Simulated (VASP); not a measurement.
# Ca in VASP: notebook, part 2 of 2

VASP 6.6.1. Earlier steps stand in the parts before.

## Step 3: Single point, PBE

This run uses another cell than the first one, of 408.96 Å³/atom, 0.963 times its volume.

File INCAR:

```
SYSTEM = Ca
PREC = Accurate
ENCUT = 520
EDIFF = 1E-7
ISMEAR = 0
SIGMA = 0.1
LREAL = .FALSE.
LASPH = .TRUE.
NELM = 100
ALGO = Fast
ISIF = 2
LWAVE = .FALSE.
LCHARG = .FALSE.
LDIPOL = .TRUE.
IDIPOL = 3
DIPOL = 0.5 0.5 0.294
GGA = PE
NBANDS = 22
```

File KPOINTS:

```
regular mesh
0
G
  8 8 1
  0 0 0
```

File POSCAR:

```
Ca
1.0
    7.1797881882      0.0000000000      0.0000000000
    0.0000000000      7.1797881882      0.0000000000
    0.0000000000      0.0000000000     23.8000000000
Ca
3
Direct
    0.0000000000      0.5000000000      0.2941176471
    0.5000000000      0.0000000000      0.2941176471
    0.0000000000      0.0000000000      0.2941176471
```

Potentials or basis: VASP PAW PBE potentials, release 64 (Ca_sv).

On the command line:

```sh
$ cat potpaw_PBE.64/Ca_sv/POTCAR > POTCAR
$ mpirun -np 1 vasp_std > vasp.out
```

It took 12 min on 1 thread of Intel Xeon 6975P-C (Granite Rapids), shared host; peak memory 1.1 GiB.

It converged, with:

```
Free energy            : -2.0378 eV
Band gap on the k mesh : none (metal or under the smearing width)
```

Levels at points of the mesh, in eV from the Fermi level:
```csv
k point,band 12,band 13,band 14,band 15,band 16,band 17,band 18,band 19
"(0.00, 0.00, 0.00)",-23.85,-2.76,-0.40,0.06,0.08,0.23,0.34,0.34
"(0.50, 0.00, 0.00)",-23.85,-2.26,-1.49,0.17,0.24,0.25,0.45,0.49
"(0.50, 0.50, 0.00)",-23.87,-1.52,-1.30,-1.30,-0.16,0.25,0.75,0.75
```

## Step 4: Single point, PBE

This run uses another cell than the first one, of 408.96 Å³/atom, 0.963 times its volume.

File INCAR:

```
PREC = Accurate
ENCUT = 520
EDIFF = 1E-6
ISMEAR = 0
SIGMA = 0.1
LREAL = F
LASPH = T
NELM = 100
ALGO = Fast
ISIF = 2
LWAVE = F
LCHARG = F
LDIPOL = T
IDIPOL = 3
DIPOL = 0.5 0.5 0.294
GGA = PE
NBANDS = 22
```

File KPOINTS:

```
regular mesh
0
Gamma
  4 4 1
```

POSCAR is that of step 3.

Potentials or basis: VASP PAW PBE potentials, release 64 (Ca_sv).

On the command line:

```sh
$ cat potpaw_PBE.64/Ca_sv/POTCAR > POTCAR
$ mpirun -np 1 vasp_std > vasp.out
```

OUTCAR:

```text
PREC = Accurate
   ENCUT = 520
   EDIFF = 1E-6
   ISMEAR = 0
   LREAL = F
   LASPH = T
   NELM = 100
   ISIF = 2
   GGA = PE

 ion  position               nearest neighbor table
   1  0.000  0.500  0.294-
   2  0.500  0.000  0.294-
   3  0.000  0.000  0.294-

  LATTYP: Found a simple tetragonal cell.
 ALAT       =     7.1797881882
 C/A-ratio  =     3.3148610204

  Lattice vectors:

 A1 = (   7.1797881882,   0.0000000000,   0.0000000000)
 A2 = (   0.0000000000,   7.1797881882,   0.0000000000)
[... 330 lines left out ...]
  Direction    XX          YY          ZZ          XY          YZ          ZX
  --------------------------------------------------------------------------------------
  -------------------------------------------------------------------------------------
  Total       -0.0300457     -0.0300457     -0.0747311      0.0000000     -0.0000000      0.0000000
  in kB       -0.0392368     -0.0392368     -0.0975914      0.0000000     -0.0000000      0.0000000
  external PRESSURE =      -0.0586883 kB  Pullay stress =       0.0000000 kB

 VOLUME and BASIS-vectors are now :
 -----------------------------------------------------------------------------
  energy-cutoff  :      520.00
  volume of cell :     1226.87
      direct lattice vectors                 reciprocal lattice vectors
     7.179788188  0.000000000  0.000000000     0.139279875  0.000000000  0.000000000
     0.000000000  7.179788188  0.000000000     0.000000000  0.139279875  0.000000000
     0.000000000  0.000000000 23.800000000     0.000000000  0.000000000  0.042016807

 POSITION                                       TOTAL-FORCE (eV/Angst)
 -----------------------------------------------------------------------------------
      0.00000      3.58989      7.00000         0.000000     -0.000000     -0.000000
      3.58989      0.00000      7.00000         0.000000      0.000000     -0.000000
      0.00000      0.00000      7.00000         0.000000      0.000000      0.000000
 -----------------------------------------------------------------------------------
    total drift:                                0.000000      0.000000      0.000021

  FREE ENERGIE OF THE ION-ELECTRON SYSTEM (eV)
  ---------------------------------------------------
  free  energy   TOTEN  =        -2.0601650345 eV

  energy  without entropy=       -2.0077843403  energy(sigma->0) =       -2.03397469

 vacuum level on the upper side and lower side of the slab         0.582         0.582
```

stdout:

```text
POSCAR found type information on POSCAR Ca
 POSCAR found :  1 types and       3 ions
 scaLAPACK will be used
 LDA part: xc-table for (Slater+PW92), standard interpolation
 POSCAR, INCAR and KPOINTS ok, starting setup
 FFT: planning ... GRIDC
 FFT: planning ... GRID_SOFT
 FFT: planning ... GRID
 WAVECAR not read
 entering main loop
WARNING in EDDRMM: call to ZHEGV failed, returncode =   8  4     18
```

It took 4.1 min on 1 thread of Intel Xeon 6975P-C (Granite Rapids), shared host; peak memory 0.95 GiB.

What came out:

```yaml
Free_energy: -2.0602 eV
Band_gap_on_the_k_mesh: none (metal or under the smearing width)
```

Levels at points of the mesh, in eV from the Fermi level:
```
           k point  band 12  band 13  band 14  band 15  band 16  band 17
(0.00, 0.00, 0.00)   -23.85    -2.80    -0.43     0.02     0.03     0.20
(0.50, 0.00, 0.00)   -23.85    -2.31    -1.53     0.13     0.19     0.21
(0.50, 0.50, 0.00)   -23.86    -1.56    -1.34    -1.34    -0.20     0.21
```

## Step 5: Single point, PBE

This run uses another cell than the first one, of 143.73 Å³/atom, 0.338 times its volume.

File INCAR:

```
PREC     = Accurate       # precision mode
ENCUT    = 520            # plane-wave cutoff, eV
EDIFF    = 1E-7           # SCF threshold, eV
ISMEAR   = 0              # smearing method
SIGMA    = 0.1            # smearing width, eV
LREAL    = False          # projectors in reciprocal space
LASPH    = True           # aspherical terms in the spheres
NELM     = 100            # most SCF steps
ALGO     = Fast           # electronic algorithm
ISIF     = 2              # what is computed and relaxed
LWAVE    = False          # write WAVECAR
LCHARG   = False          # write CHGCAR
LDIPOL   = True         
IDIPOL   = 3            
DIPOL    = 0.5 0.5 0.500
GGA      = PE             # functional
NBANDS   = 22             # bands
```

File KPOINTS:

```
Automatic mesh
0
Gamma
  4 4 1
```

File POSCAR:

```
Ca
1.0
    5.5496370000      0.0000000000      0.0000000000
    0.0000000000      5.5496370000      0.0000000000
    0.0000000000      0.0000000000     14.0000000000
Ca
3
Direct
    0.0000000000      0.5000000000      0.5000000000
    0.5000000000      0.0000000000      0.5000000000
    0.0000000000      0.0000000000      0.5000000000
```

On the command line:

```sh
$ cat potpaw_PBE.64/Ca_sv/POTCAR > POTCAR
$ mpirun -np 1 vasp_std > vasp.out
```

Run time: 90 s. Hardware: 1 thread of Intel Xeon 6975P-C (Granite Rapids), shared host; peak memory 0.44 GiB.

The run converged. Its results:

- Free energy: 0.3136 eV
- Band gap on the k mesh: none (metal or under the smearing width)

Levels at points of the mesh, in eV from the Fermi level:
| k point | band 11 | band 12 | band 13 | band 14 | band 15 | band 16 | band 17 | band 18 | band 19 | band 20 |
| --- | --- | --- | --- | --- | --- | --- | --- | --- | --- | --- |
| (0.00, 0.00, 0.00) | -22.25 | -22.25 | -2.93 | -0.66 | -0.13 | 0.10 | 0.10 | 0.18 | 0.35 | 0.73 |
| (0.50, 0.00, 0.00) | -22.76 | -22.26 | -1.84 | -1.13 | -0.14 | 0.25 | 0.28 | 0.28 | 0.69 | 1.21 |
| (0.50, 0.50, 0.00) | -22.82 | -22.82 | -0.55 | -0.55 | -0.37 | -0.25 | 0.24 | 0.97 | 0.97 | 1.08 |

## Step 6: Overview

```tsv
cell	k mesh	further INCAR settings	gap on the mesh (eV)
P4/mmm, 424.79 Å³/atom	8 × 8 × 1	ALGO = Fast; EDIFF = 1e-06; NBANDS = 22	none
P4/mmm, 408.96 Å³/atom	8 × 8 × 1	ALGO = Fast; EDIFF = 1e-07; NBANDS = 22	none
P4/mmm, 408.96 Å³/atom	4 × 4 × 1	ALGO = Fast; EDIFF = 1e-06; NBANDS = 22	none
P4/mmm, 143.73 Å³/atom	4 × 4 × 1	ALGO = Fast; EDIFF = 1e-07; NBANDS = 22	none
```

Alike in all rows: task single point; level PBE; potentials or basis VASP PAW PBE potentials, release 64 (Ca_sv); no spin polarisation; cutoff (eV) 520; smearing gaussian 0.1 eV.

Every run on the cell as given and a fine mesh finds a metal.

Absolute energies hang on the potentials; compare differences alone.
